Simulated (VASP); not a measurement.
# ScAl3: single point with PBEsol

Crystal: ScAl3.

```
Sc Al
1.0
     4.08781    0.00000    0.00000
     0.00000    4.08781    0.00000
     0.00000    0.00000    4.08781
Sc Al
1 3
Direct
  0.00000 0.00000 0.00000
  0.50000 0.00000 0.50000
  0.00000 0.50000 0.50000
  0.50000 0.50000 0.00000
```

The cell is a database's computed one.

```json
{
  "Program": "VASP 6.6.1",
  "Task": "single point",
  "Functional": "PBEsol",
  "Potentials or basis": "VASP PAW PBE potentials, release 64 (Sc_sv, Al)",
  "Cutoff": "520 eV",
  "k mesh": "4 × 4 × 4",
  "Occupations": "gaussian, width 0.1 eV",
  "Spin": "no spin polarisation",
  "Dipole correction": "no",
  "Further INCAR settings": "ALGO = Normal; EDIFF = 1e-07; NBANDS = 18"
}
```

The pressure is -0.8 GPa and the band gap on the k mesh is none (metal or under the smearing width).

Levels at points of the mesh, in eV from the Fermi level:
```
           k point  band 7  band 8  band 9  band 10  band 11  band 12  band 13  band 14
(0.00, 0.00, 0.00)   -2.65   -1.82   -1.82    -1.82     1.21     1.27     1.27     1.27
(0.50, 0.00, 0.00)   -1.74   -1.74   -1.52     0.86     0.99     0.99     1.33     1.60
(0.50, 0.50, 0.00)   -5.64   -4.39   -0.57    -0.57     1.19     1.35     2.03     2.47
(0.50, 0.50, 0.50)   -4.81   -4.48   -2.97    -2.97    -2.97     0.89     2.57     2.57
```

Wall time 7.9 s on 1 thread of Intel(R) Xeon(R) 6975P-C (Granite Rapids), with other jobs on the host, peak memory 0.16 GiB.

Caveat: the k mesh is coarse (spacing up to 0.38 Å⁻¹), so the values aren't converged; the PAW data sets were made with another functional, which shifts forces and pressure a little.
